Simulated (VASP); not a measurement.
# W (Im-3m) in VASP: notebook, part 2 of 2

VASP 6.6.1. The steps go on from the part before.

### 3 Relaxation of cell and atoms, PBEsol

File INCAR:

```
SYSTEM = W
PREC = Accurate
ENCUT = 600
EDIFF = 1E-6
ISMEAR = 1
SIGMA = 0.1
LREAL = .False.
LASPH = .True.
NELM = 80
ALGO = Normal
ISIF = 3
LWAVE = .False.
LCHARG = .False.
GGA = PS
IBRION = 2
NSW = 90
EDIFFG = -0.01
```

File KPOINTS:

```
regular mesh
0
Gamma
  16 16 16
  0 0 0
```

File POSCAR:

```
W
1.0
   -1.5823450000      1.5823450000      1.5823450000
    1.5823450000     -1.5823450000      1.5823450000
    1.5823450000      1.5823450000     -1.5823450000
W
1
Direct
    0.0000000000      0.0000000000      0.0000000000
```

Potentials or basis: VASP PAW PBE potentials, release 64 (W_sv).

Command:

```
cat potpaw_PBE.64/W_sv/POTCAR > POTCAR
mpirun -np 1 vasp_std > vasp.out
```

OUTCAR:

```text
SYSTEM = W
   PREC = Accurate
   ENCUT = 600
   EDIFF = 1E-6
   ISMEAR = 1
   LREAL = .False.
   LASPH = .True.
   NELM = 80
   ISIF = 3
   GGA = PS
   IBRION = 2
   NSW = 90
   EDIFFG = -0.01

 ion  position               nearest neighbor table
   1  0.000  0.000  0.000-

  LATTYP: Found a body centered cubic cell.
 ALAT       =     3.1646900000

  Lattice vectors:

 A1 = (  -1.5823450000,   1.5823450000,   1.5823450000)
 A2 = (   1.5823450000,  -1.5823450000,   1.5823450000)
 A3 = (   1.5823450000,   1.5823450000,  -1.5823450000)

Analysis of symmetry for initial positions (statically):
=====================================================================
 Subroutine PRICEL returns:
 Original cell was already a primitive cell.

 Routine SETGRP: Setting up the symmetry group for a
 body centered cubic supercell.

 Subroutine GETGRP returns: Found 48 space group operations
 (whereof 48 operations were pure point group operations)
 out of a pool of 48 trial point group operations.

The static configuration has the point symmetry O_h .

Analysis of symmetry for dynamics (positions and initial velocities):
=====================================================================
 Subroutine PRICEL returns:
 Original cell was already a primitive cell.

 Routine SETGRP: Setting up the symmetry group for a
 body centered cubic supercell.

 Subroutine GETGRP returns: Found 48 space group operations
 (whereof 48 operations were pure point group operations)
 out of a pool of 48 trial point group operations.

The dynamic configuration has the point symmetry O_h .

 Subroutine INISYM returns: Found 48 space group operations
 (whereof 48 operations are pure point group operations),
 and found     1 'primitive' translations

----------------------------------------------------------------------------------------

                                     Primitive cell

  volume of cell :      15.8476

  direct lattice vectors                    reciprocal lattice vectors
    -1.582345000  1.582345000  1.582345000     0.000000000  0.315986716  0.315986716
     1.582345000 -1.582345000  1.582345000     0.315986716  0.000000000  0.315986716
     1.582345000  1.582345000 -1.582345000     0.315986716  0.315986716  0.000000000

  length of vectors
     2.740701935  2.740701935  2.740701935     0.446872699  0.446872699  0.446872699

  position of ions in fractional coordinates (direct lattice)
     0.000000000  0.000000000  0.000000000

  ion indices of the primitive-cell ions
   primitive index   ion index
                 1           1

----------------------------------------------------------------------------------------

 KPOINTS: regular mesh

Automatic generation of k-mesh.
 Grid dimensions read from file:
 generate k-points for:   16   16   16

 Generating k-lattice:

  Cartesian coordinates                     Fractional coordinates (reciprocal lattice)
     0.000000000  0.019749170  0.019749170     0.062500000  0.000000000  0.000000000
[... 44 lines left out ...]
   dimension x,y,z NGX =    24 NGY =   24 NGZ =   24
   dimension x,y,z NGXF=    48 NGYF=   48 NGZF=   48
   ions per type =               1
   NGX,Y,Z   is equivalent  to a cutoff of  14.56, 14.56, 14.56 a.u.
   NGXF,Y,Z  is equivalent  to a cutoff of  29.12, 29.12, 29.12 a.u.
 SYSTEM =  W
   PREC   = accura    normal or accurate (medium, high low for compatibility)
   ISTART =      0    job   : 0-new  1-cont  2-samecut
   ICHARG =      2    charge: 1-file 2-atom 10-const
   ISPIN  =      1    spin polarized calculation?
   LNONCOLLINEAR =      F non collinear calculations
   LSORBIT =      F    spin-orbit coupling
   LASPH  =      T    aspherical Exc in radial PAW
   ENCUT  =  600.0 eV  44.10 Ry    6.64 a.u.   5.47  5.47  5.47*2*pi/ulx,y,z
   NELM   =     80;   NELMIN=  2; NELMDL= -5     # of ELM steps
   EDIFF  = 0.1E-05   stopping-criterion for ELM
   LREAL  =      F    real-space projection
   EDIFFG = -.1E-01   stopping-criterion for IOM
   NSW    =     90    number of steps for IOM
   IBRION =      2    ionic relax: 0-MD 1-quasi-New 2-CG
   NFREE  =      1    steps in history (QN), initial steepest desc. (CG)
   ISIF   =      3    stress and relaxation
   ISYM   =      2    0-nonsym 1-usesym 2-fastsym
   POTIM  = 0.5000    time-step for ionic-motion
   TEBEG  =    0.0;   TEEND  =   0.0 temperature during run
   PSTRESS=    0.0 pullay stress
   NELECT =      14.0000    total number of electrons
   NUPDOWN=      -1.0000    fix difference up-down
   EMIN   =  10.00;   EMAX   =-10.00  energy-range for DOS
   EFERMI =   0.00;   METHOD = LEGACY
   ISMEAR =     1;   SIGMA  =   0.10  broadening in eV -4-tet -1-fermi 0-gaus
   EFERMI_NEDOS =   21; number of points for ismear=-14 and -15
   IALGO  =     38    algorithm
   IMIX   =      4    mixing-type and parameters
     AMIX     =   0.40;   BMIX     =  1.00
     AMIX_MAG =   1.60;   BMIX_MAG =  1.00
  volume/ion in A,a.u.               =      15.85       106.94
  Fermi-wavevector in a.u.,A,eV,Ry     =   1.570832  2.968442 33.572544  2.467512
  Thomas-Fermi vector in A             =   2.672506
   LORBIT       =      0    0 simple, 1 ext, 2 COOP (PROOUT), +10 PAW based schemes
   GGA     = PS    functional components
   LHFCALC =     F    Hartree Fock is set to
   AEXX    =    0.0000 exact exchange contribution
   IVDW    =     0    specifies the selected vdW correction
   LEPSILON=     F    determine dielectric tensor
   LRPA    =     F    only Hartree local field effects (RPA)
 conjugate gradient relaxation of ions
 non-spin polarized calculation
 Methfessel and Paxton  Order N= 1 SIGMA  =   0.10
  energy-cutoff  :      600.00
  volume of cell :       15.85
 maximum number of plane-waves:       543
 NGX is ok and might be reduce to    24
   NGX = 11   NGY = 11   NGZ = 11

--------------------------------------- Ionic step        1  -------------------------------------------

 number of electron      14.0000001 magnetization

 Free energy of the ion-electron system (eV)
  ---------------------------------------------------
  ext. energy  EPLUGINS =         0.00000000
  ---------------------------------------------------
  free energy    TOTEN  =       -13.80702448 eV

  energy without entropy =      -13.80647177  energy(sigma->0) =      -13.80684024

------------------------ aborting loop because EDIFF is reached ----------------------------------------

  FORCE on cell =-STRESS in cart. coord.  units (eV):
  Direction    XX          YY          ZZ          XY          YZ          ZX
  --------------------------------------------------------------------------------------
  -------------------------------------------------------------------------------------
  Total       -0.2860503     -0.2860503     -0.2860503      0.0000000     -0.0000000     -0.0000000
  in kB      -28.9194087    -28.9194087    -28.9194087      0.0000000     -0.0000000     -0.0000000
  external PRESSURE =     -28.9194087 kB  Pullay stress =       0.0000000 kB
[... 57 lines left out ...]
--------------------------------------- Ionic step        3  -------------------------------------------

 number of electron      14.0000001 magnetization

 Free energy of the ion-electron system (eV)
  ---------------------------------------------------
  ext. energy  EPLUGINS =         0.00000000
  ---------------------------------------------------
  free energy    TOTEN  =       -13.80831009 eV

  energy without entropy =      -13.80776352  energy(sigma->0) =      -13.80812790

 E-fermi :  11.4501     XC(G=0): -13.8117

 val. band max:       11.4429879477   @ k =  -0.3125   0.3125   0.1875
 cond. band min:      11.4584050912   @ k =  -0.2500   0.2500   0.1250
 fundamental gap:      0.0154171435
 Fermi energy:        11.4500879923

 k-point     1 :       0.0000    0.0000    0.0000
  band No.  band energies     occupation
      1     -62.7224      2.00000
      2     -26.2669      2.00000
      3     -26.2669      2.00000
      4     -26.2669      2.00000
      5       1.7027      2.00000
      6      10.1586      2.00000
      7      10.1586      2.00000
      8      10.1586      2.00000
      9      13.6662      0.00000
     10      13.6662      0.00000
     11      25.9683      0.00000
[... 309 lines left out ...]
 k-point    24 :       0.2500    0.1875   -0.0000
  band No.  band energies     occupation
      1     -62.5982      2.00000
      2     -27.3167      2.00000
      3     -26.7036      2.00000
      4     -26.3825      2.00000
      5       6.0141      2.00000
      6       8.2332      2.00000
      7       9.0706      2.00000
      8      12.9802     -0.00000
      9      14.5401      0.00000
     10      16.7947      0.00000
     11      23.9780      0.00000

 [... further k-points ...]
[... 5 lines left out ...]
  --------------------------------------------------------------------------------------
  -------------------------------------------------------------------------------------
  Total       -0.0015296     -0.0015296     -0.0015296     -0.0000000     -0.0000000      0.0000000
  in kB       -0.1560095     -0.1560095     -0.1560095     -0.0000000     -0.0000000      0.0000000
  external PRESSURE =      -0.1560095 kB  Pullay stress =       0.0000000 kB
[... 16 lines left out ...]
  FREE ENERGIE OF THE ION-ELECTRON SYSTEM (eV)
  ---------------------------------------------------
  free  energy   TOTEN  =       -13.8083100935 eV

  energy  without entropy=      -13.8077635163  energy(sigma->0) =      -13.80812790

 reached required accuracy - stopping structural energy minimisation
```

OSZICAR:

```text
N       E                     dE             d eps       ncg     rms          rms(c)
DAV:   1     0.824725900538E+02    0.82473E+02   -0.85916E+03  3198   0.159E+03
DAV:   2    -0.127570039657E+02   -0.95230E+02   -0.91834E+02  3409   0.355E+02
DAV:   3    -0.144966682542E+02   -0.17397E+01   -0.17246E+01  3654   0.463E+01
[... 20 lines left out ...]
DAV:   2    -0.138289942400E+02    0.12140E+00   -0.18441E-01  3265   0.582E+00    0.118E+00
DAV:   3    -0.138081237684E+02    0.20870E-01   -0.58483E-02  3351   0.322E+00    0.844E-01
DAV:   4    -0.138083451910E+02   -0.22142E-03   -0.14538E-03  3282   0.512E-01    0.186E-01
DAV:   5    -0.138083096638E+02    0.35527E-04   -0.13952E-04  3430   0.154E-01    0.502E-03
DAV:   6    -0.138083100935E+02   -0.42969E-06   -0.10254E-06  2339   0.151E-02
   3 F= -.13808310E+02 E0= -.13808128E+02  d E =-.128562E-02
```

Run time: 17 s. Hardware: 1 thread of Intel Xeon 6975P-C (Granite Rapids), shared host; peak memory 0.17 GiB.

Results:

```
Free energy                            : -13.8083 eV
Relaxed volume                         : 15.71 Å³/atom
Relaxed cell                           : a = 2.733 Å, b = 2.733 Å, c = 2.733 Å, α = 109.47°, β = 109.47°, γ = 109.47°
Space group after relaxing (to 0.05 Å) : Im-3m (No. 229)
Energy gained by relaxing              : 1.3 meV/atom
Ionic steps                            : 3
Pressure after relaxing                : 0.0 GPa
Band gap on the k mesh                 : none (metal or under the smearing width)
```

The path:
```
step  energy change (eV)  largest force (eV/Å)  pressure (GPa)  volume (Å³)
   1              0.0000                0.0000           -2.89        15.85
   2              0.0164                0.0000           11.53        15.20
   3             -0.0013                0.0000           -0.02        15.71
```

Final structure:
```cif
data_structure
_symmetry_space_group_name_H-M 'P 1'
_symmetry_Int_Tables_number 1
_cell_length_a 2.7326
_cell_length_b 2.7326
_cell_length_c 2.7326
_cell_angle_alpha 109.471
_cell_angle_beta 109.471
_cell_angle_gamma 109.471
_cell_volume 15.71
loop_
_atom_site_label
_atom_site_type_symbol
_atom_site_fract_x
_atom_site_fract_y
_atom_site_fract_z
_atom_site_occupancy
W1 W 0.00000 0.00000 0.00000 1
```

Caveat: the PAW data sets were made with another functional, which shifts forces and pressure a little.

### 4 Relaxation of cell and atoms, PBEsol

This run uses another cell than the first one, of 15.71 Å³/atom, 0.991 times its volume.

INCAR, as its differences from that of step 3:

```diff
@@ -3,3 +3,3 @@
 ENCUT = 600
-EDIFF = 1E-6
+EDIFF = 1E-7
 ISMEAR = 1
@@ -16,2 +16,2 @@
 NSW = 90
-EDIFFG = -0.01
+EDIFFG = -0.005
```

KPOINTS is that of step 3.

File POSCAR:

```
W                                       
1.0
   -1.5776893475      1.5776893475      1.5776893475
    1.5776893475     -1.5776893475      1.5776893475
    1.5776893475      1.5776893475     -1.5776893475
  W             
     1
Direct
     0.0000000000000000    0.0000000000000000    0.0000000000000000
```

Potentials or basis: VASP PAW PBE potentials, release 64 (W_sv).

Command:

```
cat potpaw_PBE.64/W_sv/POTCAR > POTCAR
mpirun -np 1 vasp_std > vasp.out
```

OUTCAR:

```text
SYSTEM = W
   PREC = Accurate
   ENCUT = 600
   EDIFF = 1E-7
   ISMEAR = 1
   LREAL = .False.
   LASPH = .True.
   NELM = 80
   ISIF = 3
   GGA = PS
   IBRION = 2
   NSW = 90
   EDIFFG = -0.005

 ion  position               nearest neighbor table
   1  0.000  0.000  0.000-

  LATTYP: Found a body centered cubic cell.
 ALAT       =     3.1553786950

  Lattice vectors:

 A1 = (  -1.5776893475,   1.5776893475,   1.5776893475)
 A2 = (   1.5776893475,  -1.5776893475,   1.5776893475)
 A3 = (   1.5776893475,   1.5776893475,  -1.5776893475)

Analysis of symmetry for initial positions (statically):
=====================================================================
 Subroutine PRICEL returns:
[... 253 lines left out ...]
 E-fermi :  11.4524     XC(G=0): -13.8126

 val. band max:       11.4453335045   @ k =  -0.3125   0.3125   0.1875
 cond. band min:      11.4606682776   @ k =  -0.2500   0.2500   0.1250
 fundamental gap:      0.0153347732
 Fermi energy:        11.4524301883

 k-point     1 :       0.0000    0.0000    0.0000
  band No.  band energies     occupation
      1     -62.7197      2.00000
      2     -26.2640      2.00000
      3     -26.2640      2.00000
      4     -26.2640      2.00000
      5       1.7041      2.00000
      6      10.1607      2.00000
      7      10.1607      2.00000
      8      10.1607      2.00000
      9      13.6690      0.00000
     10      13.6690      0.00000
     11      25.9709      0.00000
[... 309 lines left out ...]
 k-point    24 :       0.2500    0.1875   -0.0000
  band No.  band energies     occupation
      1     -62.5954      2.00000
      2     -27.3143      2.00000
      3     -26.7009      2.00000
      4     -26.3797      2.00000
      5       6.0158      2.00000
      6       8.2349      2.00000
      7       9.0726      2.00000
      8      12.9828     -0.00000
      9      14.5432      0.00000
     10      16.7982      0.00000
     11      23.9822      0.00000

 [... further k-points ...]
[... 5 lines left out ...]
  --------------------------------------------------------------------------------------
  -------------------------------------------------------------------------------------
  Total        0.0014311      0.0014311      0.0014311     -0.0000000      0.0000000     -0.0000000
  in kB        0.1459933      0.1459933      0.1459933     -0.0000000      0.0000000     -0.0000000
  external PRESSURE =       0.1459933 kB  Pullay stress =       0.0000000 kB
[... 16 lines left out ...]
  FREE ENERGIE OF THE ION-ELECTRON SYSTEM (eV)
  ---------------------------------------------------
  free  energy   TOTEN  =       -13.8082827341 eV

  energy  without entropy=      -13.8077359431  energy(sigma->0) =      -13.80810047

 reached required accuracy - stopping structural energy minimisation
```

CONTCAR:

```text
W
   1.00000000000000
    -1.5776066427112712    1.5776066427112712    1.5776066427112712
     1.5776066427112712   -1.5776066427112712    1.5776066427112712
     1.5776066427112712    1.5776066427112712   -1.5776066427112712
  W
     1
Direct
     0.0000000000000000    0.0000000000000000    0.0000000000000000

  0.00000000E+00  0.00000000E+00  0.00000000E+00
```

Wall time 14 s (1 thread of Intel Xeon 6975P-C (Granite Rapids), shared host); peak memory 0.17 GiB.

Results:

| Item | Value |
| --- | --- |
| Free energy | -13.8083 eV |
| Relaxed volume | 15.71 Å³/atom |
| Relaxed cell | a = 2.732 Å, b = 2.732 Å, c = 2.732 Å, α = 109.47°, β = 109.47°, γ = 109.47° |
| Space group after relaxing (to 0.05 Å) | Im-3m (No. 229) |
| Energy gained by relaxing | 0.0 meV/atom |
| Ionic steps | 3 |
| Pressure after relaxing | 0.0 GPa |
| Band gap on the k mesh | none (metal or under the smearing width) |

Final structure:
```
W
1.0
    -1.57761    1.57761    1.57761
     1.57761   -1.57761    1.57761
     1.57761    1.57761   -1.57761
W
1
Cartesian
  0.0000 0.0000 0.0000
```

Caveat: the PAW data sets were made with another functional, which shifts forces and pressure a little.
